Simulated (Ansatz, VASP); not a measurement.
**V: VASP beside Ansatz**

```
CELL_PARAMETERS angstrom
2.46252 0.00000 0.00000
0.00000 2.46252 0.00000
0.00000 0.00000 2.46252
ATOMIC_POSITIONS crystal
V 0.00000 0.00000 0.00000
```

The cell was built by a generator and needn't be a form met in nature.

Alike in both runs: task relaxation of cell and atoms; functional r2SCAN; k mesh 13 × 13 × 13; occupations fermi-dirac, width 0.05 eV; collinear spin.

```csv
,VASP,Ansatz
version,VASP 6.6.1,Ansatz 0.2.0
potentials or method,"VASP PAW PBE potentials, release 64 (V_sv)","plane waves (500 eV) with PAW, scalar-relativistic"
plane-wave cutoff (eV),600,500
valence electrons in the cell,13,13
```

|  | VASP | Ansatz | Ansatz less VASP |
| --- | --- | --- | --- |
| net moment per atom (μB) | 0.00 | 0.00 | 0.000 |
| relaxed volume (Å³/atom) | 14.34 | 14.26 | -0.078 |
| relaxed cell length with the largest relative difference (Å) | 2.429 | 2.425 | -0.0044 |
| energy change over the relaxation (meV/atom) | -11 | -13 | -2.7 |

Ansatz warned: «seeded_moment_not_kept».

Caveats: the PAW data sets were made with another functional, which shifts forces and pressure a little (VASP).
